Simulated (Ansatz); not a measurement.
Clean, relaxed (110) surface of TiAl, space group P4/mmm (No. 123) (top face towards +c; atoms held fixed, by place in the list: 1, 2, 3, 4):

```
CELL_PARAMETERS angstrom
3.95295 0.00000 0.00000
0.00000 4.03874 0.00000
0.00000 0.00000 22.92943
ATOMIC_POSITIONS crystal
Ti 0.50000 0.00000 0.37070
Al 0.00000 0.50000 0.37070
Ti 0.00000 0.00000 0.45690
Al 0.50000 0.50000 0.45690
Ti 0.50000 0.00000 0.54242
Al 0.00000 0.50000 0.54417
Ti 0.00000 0.00000 0.62574
Al 0.50000 0.50000 0.62844
```

Method: DFT PBEsol, scalar-relativistic, plane waves, PAW (Ansatz). Plane waves to 420 eV, a k mesh through Γ of 7×7×1 on the computed 8-atom cell and Gaussian smearing (0.10 eV); no spin polarisation. A dipole correction removes the field between periodic images along c.

H (atom) is adsorbed on the top face, one adsorbate per 16.0 Å², and relaxed from 3 starting sites (fractions of a and b). E_ads counts from the clean slab and the free adsorbate (spin-polarised where it has unpaired electrons); negative means bound. Heights count from the highest slab atom after relaxation. Δφ is the top face's. Δp counts per cell along +c. Bonded neighbours lie within 1.25 times the sum of covalent radii (1.35 for H) and, on that scale, within 12 % of the closest. With the adsorbate the cell is lengthened along c to keep the vacuum.

```json
{"start": "top (Al) at (0.50, 0.50)", "ends at": "(0.50, 0.50), 1 bonded neighbour (Al)", "E_ads (eV)": "-2.09", "height (Å)": "1.63", "shortest contact": "H–Al 1.65 Å", "Δφ (eV)": "-0.02", "Δp (e·Å)": "-0.005"}
{"start": "bridge (Ti-Al) at (0.25, 0.75)", "ends at": "(0.01, 0.50), 2 bonded neighbours (Ti)", "E_ads (eV)": "-2.79", "height (Å)": "0.74", "shortest contact": "H–Al 2.09 Å", "Δφ (eV)": "-0.27", "Δp (e·Å)": "+0.025"}
{"start": "top (Ti) at (0.00, 0.00)", "ends at": "(0.00, 0.00), 1 bonded neighbour (Ti)", "E_ads (eV)": "-1.85", "height (Å)": "1.68", "shortest contact": "H–Ti 1.75 Å", "Δφ (eV)": "+2.14", "Δp (e·Å)": "-0.196"}
```

Among the sites tried, the lowest end comes from the bridge (Ti-Al) at (0.25, 0.75) start; other sites may lie lower.

Each end is the local minimum or symmetric point that its start leads to. The slab is only 5.9 Å thick, so the energies aren't converged with thickness.

The adsorbed runs have no spin polarisation, so weakly bound open-shell ends lie too high.